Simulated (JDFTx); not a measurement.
# Ni under changes of volume

One of the cells (10.492 Å³/atom); the others are scaled copies at fixed shape and fractional positions:

```
Ni
1.0
     0.00000    1.73757    1.73757
     1.73757    0.00000    1.73757
     1.73757    1.73757    0.00000
Ni
1
Direct
  0.00000 0.00000 0.00000
```

```yaml
Program: JDFTx 1.7.0 (patched build)
Functional: PBEsol
Potentials_or_basis: PseudoDojo-SR-PBEsol-0.4.1-standard with smoothed tails
Cutoff: 1333 eV
Density_cutoff: 5333 eV
k_mesh: 13 × 13 × 13
Occupations: fermi-dirac, width 0.05 eV
Spin: collinear spin, ferromagnetic start
Starting_moments: "[1.0] μB"
```

```csv
volume (Å³/atom),energy over the lowest point (meV/atom),pressure (GPa)
9.862,19.52,13.3
10.072,?,?
10.282,0.00,2.2
10.492,0.35,-2.4
10.702,6.45,-6.6
10.912,17.62,-10.2
11.122,33.33,-13.5
```

Question: What does the run at 10.072 Å³/atom give?

Answer: Energy over the lowest point 6.12 meV/atom; pressure 7.4 GPa.

Worked out: A Birch-Murnaghan fit of order 3 (a polynomial in V^(-2/3)) to the other rows has its minimum at 10.37 Å³/atom with B0 = V·E''(V) = 231 GPa and B' = 4.9. It gives 6.12 meV/atom at 10.072 Å³/atom, against the run's 6.12, and -dE/dV = 7.3 GPa, against 7.4.

Energies are extrapolated to zero smearing.
